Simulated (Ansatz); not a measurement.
Program: Ansatz. Geometries: PBE0-D4/def2-TZVP. ΔE: electronic, gas phase. CCSD(T)/CBS is the MP2 limit (def2-TZVPP, def2-QZVPP) plus CCSD(T) − MP2 in def2-TZVPP, frozen cores. This one scheme is used for every species. Functionals use def2-TZVPP. B3LYP here is the variant with VWN-RPA as its local correlation; programs differ in this. Each species was taken in one conformer, which may not be the lowest.

`C=CCC` + `C[SiH2]O` → `C=CO[SiH2]C` + ethane  (substitution at a C–C bond)

```tsv
level	ΔE (kJ/mol)	difference from CCSD(T)/CBS
PBE-D4	19.8	-12.2
r2SCAN-D4	20.7	-11.3
PBE0-D4	23.4	-8.6
B3LYP-D4	19.2	-12.8
ωB97X-V	23.2	-8.8
ωB97M-V	25.2	-6.8
B2PLYP	25.9	-6.1
r2SCAN	21.3	-10.7
PBE0	25.4	-6.6
B3LYP	22.7	-9.3
HF/def2-TZVPP	26.7	-5.3
MP2/def2-TZVPP	33.5	1.5
SCS-MP2/def2-TZVPP	31.6	-0.4
CCSD/def2-TZVPP	30.7	-1.3
CCSD(T)/def2-TZVPP	29.6	-2.4
MP2/CBS(def2)	35.8	3.8
CCSD(T)/CBS	32.0	0
```

Largest T1 diagnostic among the species: 0.012.

From PBE to PBE0 (25 % exact exchange), in def2-TZVPP and without D4, ΔE moves by +3.5 kJ/mol. The D4 term adds −3.4 kJ/mol with B3LYP and −2.0 kJ/mol with PBE0; it sums over pairs of atoms, weighted by their polarisabilities, and B3LYP, whose exchange is more repulsive, gets the larger term.

CCSD(T)/CBS has its own doubt, a few kJ/mol and more with outer-core shells, so smaller differences from it don't rank the levels.
